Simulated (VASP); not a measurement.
# I (Im-3m) in VASP: further runs

The runs below take I through single point, with PBE.

All numbers are computed with VASP 6.6.1; they aren't measurements. Logs are shortened: lines on timing, memory, paths and dates and some standing lists are left out, and cuts for length are marked.

## 1. The structure

Symmetry: Im-3m, No. 229, cubic system. The conventional cell has a = 4.179 Å, b = 4.179 Å, c = 4.179 Å, α = 90.00°, β = 90.00°, γ = 90.00°. I (site symmetry m-3m) has 8 I at 3.62 Å as nearest neighbours.

The real solid is made of molecules; this cell is a model form.

## 2. Single point, PBE

Contents of INCAR:

```
SYSTEM = I
PREC = Accurate
ENCUT = 460
EDIFF = 0.01
ISMEAR = 0
SIGMA = 0.05
LREAL = .FALSE.
LASPH = .TRUE.
NELM = 100
ALGO = Normal
ISIF = 2
LWAVE = .FALSE.
LCHARG = .FALSE.
GGA = PE
NBANDS = 10
ADDGRID = .FALSE.
```

Contents of KPOINTS:

```
Automatic mesh
0
G
  5 5 5
  0 0 0
```

Contents of POSCAR:

```
I
1.0
   -2.0893754423      2.0893754423      2.0893754423
    2.0893754423     -2.0893754423      2.0893754423
    2.0893754423      2.0893754423     -2.0893754423
I
1
Direct
    0.0000000000      0.0000000000      0.0000000000
```

Potentials or basis: VASP PAW PBE potentials, release 64 (I).

Started as:

```
$ cat potpaw_PBE.64/I/POTCAR > POTCAR
$ mpirun -np 1 vasp_std > vasp.out
```

OUTCAR:

```text
SYSTEM = I
   PREC = Accurate
   ENCUT = 460
   EDIFF = 0.01
   ISMEAR = 0
   LREAL = .FALSE.
   LASPH = .TRUE.
   NELM = 100
   ISIF = 2
   GGA = PE

 Found     10 irreducible k-points:

 Following reciprocal coordinates:
            Coordinates               Weight
  0.000000  0.000000  0.000000      1.000000
  0.200000  0.000000  0.000000     12.000000
  0.400000  0.000000  0.000000     12.000000
  0.200000  0.200000  0.000000     24.000000
  0.400000  0.200000  0.000000     24.000000
  0.200000  0.200000  0.200000      8.000000
   k-points           NKPTS =     10   k-points in BZ     NKDIM =     10   number of bands    NBANDS=     10
   number of dos      NEDOS =    301   number of ions     NIONS =      1
   total plane-waves  NPLWV =  21952
   dimension x,y,z NGX =    28 NGY =   28 NGZ =   28
   dimension x,y,z NGXF=    56 NGYF=   56 NGZF=   56
   ions per type =               1
   NGX,Y,Z   is equivalent  to a cutoff of  12.86, 12.86, 12.86 a.u.
   NGXF,Y,Z  is equivalent  to a cutoff of  25.73, 25.73, 25.73 a.u.
 SYSTEM =  I
   PREC   = accura    normal or accurate (medium, high low for compatibility)
   ISTART =      0    job   : 0-new  1-cont  2-samecut
   ICHARG =      2    charge: 1-file 2-atom 10-const
   ISPIN  =      1    spin polarized calculation?
   LNONCOLLINEAR =      F non collinear calculations
   LSORBIT =      F    spin-orbit coupling
   LASPH  =      T    aspherical Exc in radial PAW
   ENCUT  =  460.0 eV  33.81 Ry    5.81 a.u.   6.33  6.33  6.33*2*pi/ulx,y,z
   NELM   =    100;   NELMIN=  2; NELMDL= -5     # of ELM steps
   EDIFF  = 0.1E-01   stopping-criterion for ELM
   LREAL  =      F    real-space projection
   EDIFFG = 0.1E+00   stopping-criterion for IOM
   NSW    =      0    number of steps for IOM
   IBRION =     -1    ionic relax: 0-MD 1-quasi-New 2-CG
   NFREE  =      0    steps in history (QN), initial steepest desc. (CG)
   ISIF   =      2    stress and relaxation
   ISYM   =      2    0-nonsym 1-usesym 2-fastsym
   POTIM  = 0.5000    time-step for ionic-motion
   TEBEG  =    0.0;   TEEND  =   0.0 temperature during run
   PSTRESS=    0.0 pullay stress
   NELECT =       7.0000    total number of electrons
   NUPDOWN=      -1.0000    fix difference up-down
   EMIN   =  10.00;   EMAX   =-10.00  energy-range for DOS
   EFERMI =   0.00;   METHOD = LEGACY
   ISMEAR =     0;   SIGMA  =   0.05  broadening in eV -4-tet -1-fermi 0-gaus
   EFERMI_NEDOS =   21; number of points for ismear=-14 and -15
   IALGO  =     38    algorithm
   IMIX   =      4    mixing-type and parameters
     AMIX     =   0.40;   BMIX     =  1.00
     AMIX_MAG =   1.60;   BMIX_MAG =  1.00
  volume/ion in A,a.u.               =      36.48       246.21
  Fermi-wavevector in a.u.,A,eV,Ry     =   0.944215  1.784308 12.130172  0.891543
  Thomas-Fermi vector in A             =   2.071998
   LORBIT       =      0    0 simple, 1 ext, 2 COOP (PROOUT), +10 PAW based schemes
   GGA     = PE    functional components
   LHFCALC =     F    Hartree Fock is set to
   AEXX    =    0.0000 exact exchange contribution
   IVDW    =     0    specifies the selected vdW correction
   LEPSILON=     F    determine dielectric tensor
   LRPA    =     F    only Hartree local field effects (RPA)
 non-spin polarized calculation
 Gauss-broadening in eV      SIGMA  =   0.05
  energy-cutoff  :      460.00
  volume of cell :       36.48
 maximum number of plane-waves:       835
 NGX is ok and might be reduce to    28

 number of electron       7.0000000 magnetization

 Free energy of the ion-electron system (eV)
  ---------------------------------------------------
  ext. energy  EPLUGINS =         0.00000000
  ---------------------------------------------------
  free energy    TOTEN  =        -1.11626110 eV

  energy without entropy =       -1.11540883  energy(sigma->0) =       -1.11583496

 E-fermi :   4.2143     XC(G=0):  -8.9017

 val. band max:        4.1159164761   @ k =   0.4000   0.2000   0.0000
 cond. band min:       4.2770267111   @ k =   0.2000   0.0000   0.0000
 fundamental gap:      0.1611102349
 Fermi energy:         4.2143385413

 k-point     1 :       0.0000    0.0000    0.0000
  band No.  band energies     occupation
      1      -9.1470      2.00000
      2       4.9185      0.00000
      3       4.9185      0.00000
      4       4.9185      0.00000
      5      10.9612      0.00000
      6      13.9010      0.00000
      7      13.9010      0.00000
      8      13.9010      0.00000
      9      16.0982      0.00000
     10      16.0983      0.00000

 k-point     2 :       0.2000    0.0000    0.0000
  band No.  band energies     occupation
      1      -8.7515      2.00000
      2       2.7762      2.00000
      3       4.2770      0.07621
      4       4.8155      0.00000
      5      11.5242      0.00000
      6      12.5847      0.00000
      7      13.9675      0.00000
      8      15.3808      0.00000
      9      15.7170      0.00000
     10      15.7481      0.00000

 k-point     3 :       0.4000    0.0000    0.0000
  band No.  band energies     occupation
      1      -7.9427      2.00000
      2       0.2309      2.00000
      3       3.4698      2.00000
      4       4.6387      0.00000
      5      10.0894      0.00000
      6      11.4852      0.00000
      7      16.2497      0.00000
      8      16.2747      0.00000
      9      18.2185      0.00000
     10      19.1067      0.00000

 k-point     4 :       0.2000    0.2000    0.0000
  band No.  band energies     occupation
      1      -8.1277      2.00000
      2       1.1088      2.00000
      3       3.0787      2.00000
      4       4.3068      0.00893
      5      11.4037      0.00000
      6      12.3487      0.00000
      7      14.5695      0.00000
      8      15.2923      0.00000
      9      18.0318      0.00000
     10      18.7890      0.00000

 k-point     5 :       0.4000    0.2000    0.0000
  band No.  band energies     occupation
      1      -7.6506      2.00000
      2       0.2439      2.00000
      3       2.1413      2.00000
      4       4.1159      1.99463
      5      11.0045      0.00000
      6      12.6989      0.00000
      7      15.2268      0.00000
      8      15.9314      0.00000
      9      19.1720      0.00000
     10      20.1683      0.00000

 k-point     6 :       0.2000    0.2000    0.2000
  band No.  band energies     occupation
      1      -7.6781      2.00000
      2       0.7266      2.00000
      3       2.4206      2.00000
      4       2.4206      2.00000
      5      13.5683      0.00000
      6      13.5683      0.00000
      7      15.1007      0.00000
      8      18.0083      0.00000
      9      18.0083      0.00000
     10      20.8996      0.00000

 [... further k-points ...]

------------------------ aborting loop because EDIFF is reached ----------------------------------------

  FORCE on cell =-STRESS in cart. coord.  units (eV):
  Direction    XX          YY          ZZ          XY          YZ          ZX
  --------------------------------------------------------------------------------------
  -------------------------------------------------------------------------------------
  Total       -0.5664964     -0.5664964     -0.5664964      0.0000000      0.0000000      0.0000000
  in kB      -24.8770171    -24.8770171    -24.8770171      0.0000000      0.0000000      0.0000000
  external PRESSURE =     -24.8770171 kB  Pullay stress =       0.0000000 kB

 VOLUME and BASIS-vectors are now :
 -----------------------------------------------------------------------------
  energy-cutoff  :      460.00
  volume of cell :       36.48
      direct lattice vectors                 reciprocal lattice vectors
    -2.089375442  2.089375442  2.089375442     0.000000000  0.239305962  0.239305962
     2.089375442 -2.089375442  2.089375442     0.239305962  0.000000000  0.239305962
     2.089375442  2.089375442 -2.089375442     0.239305962  0.239305962  0.000000000

 POSITION                                       TOTAL-FORCE (eV/Angst)
 -----------------------------------------------------------------------------------
      0.00000      0.00000      0.00000         0.000000      0.000000     -0.000000
 -----------------------------------------------------------------------------------
    total drift:                                0.000000      0.000000      0.000000

  FREE ENERGIE OF THE ION-ELECTRON SYSTEM (eV)
  ---------------------------------------------------
  free  energy   TOTEN  =        -1.1162611000 eV

  energy  without entropy=       -1.1154088300  energy(sigma->0) =       -1.11583496
```

Run time: 2.3 s. Hardware: 1 thread of Intel Xeon Platinum 8488C (Sapphire Rapids), shared host; peak memory 0.15 GiB.

These settings aren't checked as converged: the numbers below hold their error.

Results:

- Free energy: -1.1163 eV
- Pressure: -2.5 GPa
- Band gap on the k mesh: none (metal or under the smearing width)

Caveat: the k mesh is coarse (spacing up to 0.43 Å⁻¹), so the values aren't converged; an odd number of electrons without spin polarisation forces a metal; a magnetic or distorted state may lie lower.

## 3. Single point, PBE

This run uses another cell than the first one, of the same volume but with other edges.

INCAR is that of step 2.

KPOINTS is that of step 2.

Contents of POSCAR:

```
I
1.0
   -2.1240960000      2.1667550000      2.1089740000
    2.1114880000     -2.1329730000      2.0625830000
    2.0399160000      2.0487930000     -2.0751920000
I
1
Direct
    0.0126280000     -0.0160290000     -0.0040210000
```

Potentials or basis: VASP PAW PBE potentials, release 64 (I).

Started as:

```
$ cat potpaw_PBE.64/I/POTCAR > POTCAR
$ mpirun -np 1 vasp_std > vasp.out
```

It took 6.8 s on 1 thread of Intel Xeon Platinum 8488C (Sapphire Rapids), shared host; peak memory 0.15 GiB.

The run converged, but some of its settings lie outside the range that counts as converged, so its numbers aren't taken as properties of the crystal.

Results:

* Free energy: -1.1338 eV
* Pressure: -2.4 GPa
* Band gap on the k mesh: none (metal or under the smearing width)

Caveat: the k mesh is coarse (spacing up to 0.43 Å⁻¹), so the values aren't converged; an odd number of electrons without spin polarisation forces a metal; a magnetic or distorted state may lie lower.

## 4. Single point, PBE

Edit INCAR of step 3 so:

```diff
@@ -3,3 +3,3 @@
 ENCUT = 460
-EDIFF = 0.01
+EDIFF = 0.001
 ISMEAR = 0
```

KPOINTS is that of step 3.

Contents of POSCAR:

```
I
1.0
   -2.0893754423      2.0893754423      2.0893754423
    2.0893754423     -2.0893754423      2.0893754423
    2.0893754423      2.0893754423     -2.0893754423
I
1
Direct
    0.0000000000      0.0000000000      0.0000000000
```

Started as:

```
$ cat potpaw_PBE.64/I/POTCAR > POTCAR
$ mpirun -np 1 vasp_std > vasp.out
```

Run time: 2.5 s. Hardware: 1 thread of Intel Xeon Platinum 8488C (Sapphire Rapids), shared host; peak memory 0.15 GiB.

The run converged, but some of its settings lie outside the range that counts as converged, so its numbers aren't taken as properties of the crystal.

Results:

* Free energy: -1.1163 eV
* Pressure: -2.4 GPa
* Band gap on the k mesh: none (metal or under the smearing width)

Caveat: the k mesh is coarse (spacing up to 0.43 Å⁻¹), so the values aren't converged; an odd number of electrons without spin polarisation forces a metal; a magnetic or distorted state may lie lower.

## 5. Single point, PBE

This run uses another cell than the first one, of the same volume but with other edges.

INCAR is that of step 4.

KPOINTS is that of step 4.

Contents of POSCAR:

```
I
1.0
   -2.1240960000      2.1667550000      2.1089740000
    2.1114880000     -2.1329730000      2.0625830000
    2.0399160000      2.0487930000     -2.0751920000
I
1
Direct
    0.0126280000     -0.0160290000     -0.0040210000
```

Potentials or basis: VASP PAW PBE potentials, release 64 (I).

Started as:

```
$ cat potpaw_PBE.64/I/POTCAR > POTCAR
$ mpirun -np 1 vasp_std > vasp.out
```

OUTCAR:

```text
SYSTEM = I
   PREC = Accurate
   ENCUT = 460
   EDIFF = 0.001
   ISMEAR = 0
   LREAL = .FALSE.
   LASPH = .TRUE.
   NELM = 100
   ISIF = 2
   GGA = PE

 Found     63 irreducible k-points:

 Following reciprocal coordinates:
            Coordinates               Weight
  0.000000  0.000000  0.000000      1.000000
  0.200000  0.000000 -0.000000      2.000000
  0.400000  0.000000  0.000000      2.000000
 -0.000000  0.200000 -0.000000      2.000000
  0.200000  0.200000 -0.000000      2.000000
  0.400000  0.200000 -0.000000      2.000000
   k-points           NKPTS =     63   k-points in BZ     NKDIM =     63   number of bands    NBANDS=     10
   number of dos      NEDOS =    301   number of ions     NIONS =      1
   total plane-waves  NPLWV =  21952
   dimension x,y,z NGX =    28 NGY =   28 NGZ =   28
   dimension x,y,z NGXF=    56 NGYF=   56 NGZF=   56
   ions per type =               1
   NGX,Y,Z   is equivalent  to a cutoff of  12.60, 12.78, 13.08 a.u.
   NGXF,Y,Z  is equivalent  to a cutoff of  25.19, 25.56, 26.16 a.u.
 SYSTEM =  I
   PREC   = accura    normal or accurate (medium, high low for compatibility)
   ISTART =      0    job   : 0-new  1-cont  2-samecut
   ICHARG =      2    charge: 1-file 2-atom 10-const
   ISPIN  =      1    spin polarized calculation?
[... 64 lines left out ...]
      1      -9.2052      2.00000
      2       4.7409      0.00000
      3       4.8831      0.00000
      4       4.9874      0.00000
      5      10.9122      0.00000
      6      13.5977      0.00000
      7      13.7478      0.00000
      8      14.1911      0.00000
      9      16.0442      0.00000
     10      16.2657      0.00000
[... 53 lines left out ...]
 k-point     6 :       0.4000    0.2000   -0.0000
  band No.  band energies     occupation
      1      -7.7758      2.00000
      2       0.2089      2.00000
      3       2.1161      2.00000
      4       4.2498      0.01325
      5      11.1732      0.00000
      6      12.6380      0.00000
      7      15.2890      0.00000
      8      16.0256      0.00000
      9      18.9479      0.00000
     10      20.0139      0.00000

 [... further k-points ...]

------------------------ aborting loop because EDIFF is reached ----------------------------------------

  FORCE on cell =-STRESS in cart. coord.  units (eV):
  Direction    XX          YY          ZZ          XY          YZ          ZX
  --------------------------------------------------------------------------------------
  -------------------------------------------------------------------------------------
  Total       -0.1902843     -0.1279957     -0.1312281     -0.8881739      0.4092564     -0.0755993
  in kB       -8.3561046     -5.6207780     -5.7627234    -39.0030905     17.9720025     -3.3198527
  external PRESSURE =      -6.5798687 kB  Pullay stress =       0.0000000 kB

 VOLUME and BASIS-vectors are now :
 -----------------------------------------------------------------------------
  energy-cutoff  :      460.00
  volume of cell :       36.48
      direct lattice vectors                 reciprocal lattice vectors
    -2.124096000  2.166755000  2.108974000     0.005496097  0.235420953  0.237828778
     2.111488000 -2.132973000  2.062583000     0.241671392  0.002899229  0.240425590
     2.039916000  2.048793000 -2.075192000     0.245788549  0.242134979 -0.001217987

 POSITION                                       TOTAL-FORCE (eV/Angst)
 -----------------------------------------------------------------------------------
      4.08253     -0.03087     -0.01069         0.000000      0.000000     -0.000000
 -----------------------------------------------------------------------------------
    total drift:                                0.000000      0.000000      0.000001

  FREE ENERGIE OF THE ION-ELECTRON SYSTEM (eV)
  ---------------------------------------------------
  free  energy   TOTEN  =        -1.1338867032 eV

  energy  without entropy=       -1.1301342727  energy(sigma->0) =       -1.13201049
```

stdout:

```text
POSCAR found type information on POSCAR I
 POSCAR found :  1 types and       1 ions
 scaLAPACK will be used
 LDA part: xc-table for (Slater+PW92), standard interpolation
 POSCAR, INCAR and KPOINTS ok, starting setup
 FFT: planning ... GRIDC
 FFT: planning ... GRID_SOFT
 FFT: planning ... GRID
 WAVECAR not read
 entering main loop
```

Run time: 7.5 s. Hardware: 1 thread of Intel Xeon Platinum 8488C (Sapphire Rapids), shared host; peak memory 0.16 GiB.

These settings aren't checked as converged: the numbers below hold their error.

Results:

```yaml
Free_energy: -1.1339 eV
Pressure: -0.7 GPa
Band_gap_on_the_k_mesh: none (metal or under the smearing width)
```

Caveat: the k mesh is coarse (spacing up to 0.43 Å⁻¹), so the values aren't converged; an odd number of electrons without spin polarisation forces a metal; a magnetic or distorted state may lie lower.

## 6. Single point, PBE

Edit INCAR of step 5 so:

```diff
@@ -3,3 +3,3 @@
 ENCUT = 460
-EDIFF = 0.001
+EDIFF = 1E-4
 ISMEAR = 0
```

KPOINTS is that of step 5.

Contents of POSCAR:

```
I
1.0
   -2.0893754423      2.0893754423      2.0893754423
    2.0893754423     -2.0893754423      2.0893754423
    2.0893754423      2.0893754423     -2.0893754423
I
1
Direct
    0.0000000000      0.0000000000      0.0000000000
```

Potentials or basis: VASP PAW PBE potentials, release 64 (I).

Started as:

```
$ cat potpaw_PBE.64/I/POTCAR > POTCAR
$ mpirun -np 1 vasp_std > vasp.out
```

Run time: 2.9 s. Hardware: 1 thread of Intel Xeon Platinum 8488C (Sapphire Rapids), shared host; peak memory 0.15 GiB.

These settings aren't checked as converged: the numbers below hold their error.

What came out:

- Free energy: -1.1169 eV
- Pressure: -0.9 GPa
- Band gap on the k mesh: none (metal or under the smearing width)

Caveat: the k mesh is coarse (spacing up to 0.43 Å⁻¹), so the values aren't converged; an odd number of electrons without spin polarisation forces a metal; a magnetic or distorted state may lie lower.

## 7. For comparison

An earlier run on the cell as given: functional PBE; potentials or basis VASP PAW PBE potentials, release 64 (I); cutoff 520 eV; k mesh 9 × 9 × 9; occupations fermi-dirac, width 0.05 eV; no spin polarisation.

- Pressure: -0.2 GPa
- Band gap on the k mesh: none (metal or under the smearing width)
